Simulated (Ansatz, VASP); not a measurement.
NaCl: VASP beside Ansatz

```
Na Cl
1.0
     0.00000    2.54155    2.54155
     2.54155    0.00000    2.54155
     2.54155    2.54155    0.00000
Na Cl
1 1
Direct
  0.00000 0.00000 0.00000
  0.50000 0.50000 0.50000
```

Alike in both runs: functional PBEsol; k mesh 8 × 8 × 8; no spin polarisation.

Ansatz relaxed the structure, and its values are those at the end. VASP's run is a single point on that final structure, the one shown.

|  | VASP | Ansatz |
| --- | --- | --- |
| version | VASP 6.6.1 | Ansatz 0.2.0 |
| potentials or method | VASP PAW PBE potentials, release 64 (Na_pv, Cl) | PAW with Ansatz's default frozen-core files, scalar-relativistic |
| plane-wave cutoff (eV) | 520 | 420 |
| occupations | gaussian, width 0.01 eV | fixed |
| valence electrons in the cell | 14 | 16 |

VASP gave:

- pressure (GPa): 15.2

Which values does Ansatz return?

Pressure (GPa): 15.0.

The two sets of potentials don't hold the same shells in valence.

Caveats: so large a pressure means that the cell lies far from this level's equilibrium, or that cutoff or potentials fall short (VASP); the potentials were made for another functional, which shifts forces and pressure (VASP).
